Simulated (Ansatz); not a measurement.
ZnCu at several levels of theory

One geometry, relaxed with PBE, and single points on it; plane waves with PAW potentials in Ansatz, scalar-relativistic unless the row names spin-orbit coupling. No spin polarisation. Meshes are on the primitive cell of 2 atoms. Gaps are the least over mesh and band path; pressure is positive in compression. Smearing is Gaussian, 0.10 eV.

Space group Pm-3m (No. 221). a = 2.963 Å, b = 2.963 Å, c = 2.963 Å, α = 90.00°, β = 90.00°, γ = 90.00°
| atom | site | symmetry | x | y | z |
| --- | --- | --- | --- | --- | --- |
| Zn | 1b | m-3m | 0.5000 | 0.5000 | 0.5000 |
| Cu | 1a | m-3m | 0.0000 | 0.0000 | 0.0000 |

```tsv
level	cutoff (eV)	k mesh	gap (eV)	pressure (GPa)	rough cost with bands (core-min)
PBE	420	14×14×14	0	0.0	0.4
```

Q: What do r2SCAN, LDA give on the same cell?

A:
| level | cutoff (eV) | k mesh | gap (eV) | pressure (GPa) | rough cost with bands (core-min) |
| --- | --- | --- | --- | --- | --- |
| r2SCAN | 500 | 14×14×14 | 0 | -5.5 | 0.5 |
| LDA | 420 | 14×14×14 | 0 | -11.7 | 0.4 |